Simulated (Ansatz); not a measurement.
## Band table of RbCl (rocksalt type)

```xyz
2
Lattice="0.0000 3.2334 3.2334 3.2334 0.0000 3.2334 3.2334 3.2334 0.0000" Properties=species:S:1:pos:R:3 pbc="T T T"
Rb    0.0000    0.0000    0.0000
Cl    3.2334    3.2334    3.2334
```

The cell comes from a relaxation on PAW files under the same functional, begun from a prototype that needn't be the stable phase.

All numbers are PBE results (scalar-relativistic) from Ansatz 0.2.0, with a Γ-centred 13×13×13 k mesh, Fermi–Dirac smearing of 0.1 eV, no spin polarisation. Methods: LAPW: all electrons, basis error target 1 meV/atom.

This run: volume at 0.9 of the series' base cell.

Path points, in fractions of the reciprocal vectors: Γ (0.000, 0.000, 0.000), X (0.500, 0.000, 0.500), U (0.625, 0.250, 0.625), K (0.375, 0.375, 0.750), L (0.500, 0.500, 0.500), W (0.500, 0.250, 0.750). The distance column jumps between branches of the path. Levels in eV from the valence-band top; bands 12 to 21, counted from the lowest band of the run. The gap is 5.17 eV, the pressure 1.95 GPa.

```
# k(1/Å) point b12 b13 b14 b15 b16 b17 b18 b19 b20 b21
0.000 Γ -23.80 -12.05 -7.85 -7.85 -7.85 0.00 0.00 0.00 5.17 8.01
0.121 - -23.80 -12.05 -7.85 -7.85 -7.84 -0.09 -0.01 -0.01 5.30 7.89
0.243 - -23.80 -12.06 -7.86 -7.86 -7.82 -0.28 -0.02 -0.02 5.64 7.59
0.364 - -23.79 -12.07 -7.88 -7.88 -7.82 -0.48 -0.05 -0.05 6.08 7.22
0.486 - -23.79 -12.06 -7.91 -7.91 -7.86 -0.58 -0.07 -0.07 6.58 6.87
0.607 - -23.78 -12.05 -7.94 -7.93 -7.93 -0.56 -0.08 -0.08 6.57 7.09
0.729 - -23.78 -12.02 -8.04 -7.95 -7.95 -0.46 -0.09 -0.09 6.35 7.62
0.850 - -23.78 -12.00 -8.13 -7.96 -7.96 -0.35 -0.09 -0.09 6.21 8.09
0.972 X -23.77 -11.99 -8.16 -7.97 -7.97 -0.31 -0.09 -0.09 6.16 8.31
1.015 - -23.77 -12.00 -8.16 -7.97 -7.97 -0.31 -0.10 -0.10 6.18 8.33
1.057 - -23.77 -12.00 -8.16 -7.97 -7.97 -0.31 -0.12 -0.11 6.22 8.38
1.100 - -23.77 -12.00 -8.15 -7.96 -7.96 -0.30 -0.15 -0.12 6.29 8.47
1.143 - -23.77 -12.01 -8.15 -7.96 -7.95 -0.30 -0.20 -0.14 6.38 8.59
1.186 - -23.77 -12.01 -8.14 -7.95 -7.94 -0.30 -0.25 -0.16 6.50 8.74
1.229 - -23.77 -12.02 -8.13 -7.94 -7.93 -0.31 -0.29 -0.18 6.64 8.92
1.272 - -23.77 -12.03 -8.12 -7.94 -7.92 -0.37 -0.28 -0.21 6.79 9.06
1.315 U -23.77 -12.04 -8.11 -7.93 -7.91 -0.43 -0.28 -0.24 6.97 8.88
1.910 K -23.77 -12.04 -8.11 -7.93 -7.91 -0.43 -0.28 -0.24 6.97 8.88
2.039 - -23.78 -12.06 -8.06 -7.90 -7.87 -0.61 -0.31 -0.25 7.49 8.40
2.168 - -23.78 -12.08 -8.02 -7.87 -7.84 -0.72 -0.36 -0.21 7.74 8.02
2.297 - -23.78 -12.09 -7.97 -7.85 -7.82 -0.73 -0.36 -0.16 7.45 7.77
2.425 - -23.79 -12.09 -7.93 -7.84 -7.81 -0.65 -0.31 -0.11 6.89 7.65
2.554 - -23.79 -12.08 -7.89 -7.84 -7.82 -0.47 -0.22 -0.07 6.28 7.67
2.683 - -23.80 -12.06 -7.87 -7.84 -7.83 -0.26 -0.11 -0.03 5.72 7.79
2.812 - -23.80 -12.05 -7.85 -7.84 -7.84 -0.07 -0.03 -0.01 5.32 7.94
2.941 Γ -23.80 -12.05 -7.85 -7.85 -7.85 0.00 0.00 0.00 5.17 8.01
3.046 - -23.80 -12.05 -7.85 -7.85 -7.84 -0.05 -0.02 -0.02 5.27 7.98
3.151 - -23.80 -12.06 -7.85 -7.85 -7.84 -0.17 -0.06 -0.06 5.56 7.90
3.256 - -23.79 -12.07 -7.85 -7.85 -7.83 -0.34 -0.13 -0.13 5.98 7.83
3.361 - -23.79 -12.09 -7.85 -7.85 -7.83 -0.52 -0.20 -0.20 6.50 7.82
3.467 - -23.79 -12.10 -7.86 -7.86 -7.82 -0.69 -0.27 -0.27 7.03 7.87
3.572 - -23.78 -12.12 -7.86 -7.86 -7.81 -0.83 -0.33 -0.33 7.50 7.98
3.677 - -23.78 -12.13 -7.86 -7.86 -7.81 -0.91 -0.37 -0.37 7.82 8.11
3.782 L -23.78 -12.13 -7.86 -7.86 -7.81 -0.94 -0.38 -0.38 7.92 8.17
3.868 - -23.78 -12.12 -7.87 -7.86 -7.81 -0.92 -0.38 -0.38 7.92 8.16
3.954 - -23.78 -12.12 -7.89 -7.87 -7.82 -0.87 -0.37 -0.36 7.91 8.13
4.040 - -23.78 -12.10 -7.92 -7.90 -7.83 -0.79 -0.35 -0.34 7.88 8.07
4.126 - -23.78 -12.08 -7.96 -7.95 -7.83 -0.70 -0.33 -0.31 7.85 7.99
4.211 - -23.78 -12.06 -8.00 -7.99 -7.83 -0.61 -0.30 -0.28 7.81 7.89
4.297 - -23.77 -12.05 -8.04 -8.03 -7.83 -0.55 -0.27 -0.25 7.77 7.81
4.383 - -23.77 -12.04 -8.06 -8.06 -7.83 -0.50 -0.24 -0.24 7.75 7.76
4.469 W -23.77 -12.03 -8.06 -8.06 -7.83 -0.49 -0.23 -0.23 7.74 7.74
4.530 - -23.77 -12.03 -8.08 -8.05 -7.83 -0.48 -0.25 -0.21 7.40 8.09
4.591 - -23.77 -12.03 -8.10 -8.03 -7.85 -0.43 -0.27 -0.19 7.10 8.46
4.651 - -23.77 -12.02 -8.12 -8.01 -7.87 -0.37 -0.28 -0.17 6.83 8.83
4.712 - -23.77 -12.01 -8.13 -8.00 -7.90 -0.30 -0.29 -0.14 6.59 8.79
4.773 - -23.77 -12.01 -8.14 -7.99 -7.93 -0.30 -0.22 -0.12 6.41 8.60
4.833 - -23.77 -12.00 -8.15 -7.98 -7.95 -0.30 -0.15 -0.11 6.27 8.45
4.894 - -23.77 -12.00 -8.16 -7.97 -7.96 -0.31 -0.11 -0.10 6.19 8.34
4.955 X -23.77 -11.99 -8.16 -7.97 -7.97 -0.31 -0.09 -0.09 6.16 8.31
```
